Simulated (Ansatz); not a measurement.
Si2W:

```
W Si
1.0
     4.61685    0.00000    0.00000
    -2.30843    3.99831    0.00000
     0.00000    0.00000    6.65322
W Si
3 6
Direct
  0.50000 0.00000 0.50000
  0.50000 0.50000 0.83333
  0.00000 0.50000 0.16667
  0.32725 0.16363 0.16667
  0.83637 0.16363 0.83333
  0.16363 0.32725 0.50000
  0.67275 0.83637 0.16667
  0.16363 0.83637 0.83333
  0.83637 0.67275 0.50000
```

Measurements of this composition are mostly on another form, of space group No. 139.

Base run:

| Property | Result |
| --- | --- |
| Program | Ansatz 0.2.0 |
| Functional | LDA |
| Potentials or basis | Ansatz PAW |
| Cutoff | 420 eV (not typed: the program's choice for these potentials) |
| k mesh | 5 × 5 × 3 |
| Occupations | fermi-dirac, width 0.05 eV |
| Spin | no spin polarisation |
| Hubbard terms | W d U = 4 eV |

Its results: band gap on the k mesh 0.72 eV, indirect (least direct gap 1.18 eV); pressure -10.1 GPa; largest force 0.039 eV/Å.

**Question.** The run is repeated on the same cell with these changes: hubbard terms from W d U = 4 eV to W d U = 2 eV. What comes out?

**Answer.** Band gap on the k mesh 0.54 eV, indirect (least direct gap 1.01 eV); pressure -9.7 GPa; largest force 0.057 eV/Å.

Caveats: odd divisions of the mesh miss points on the zone boundary, where band edges often lie, so the gap on the mesh can be too wide; spin-orbit coupling is left out, which moves the levels of the heavy elements; the PAW data sets come from PBE, with cores solved anew for the run's functional, which leaves a small shift of forces and pressure; the U is typed as a test and isn't derived for this compound.

A k mesh can miss the band edges.
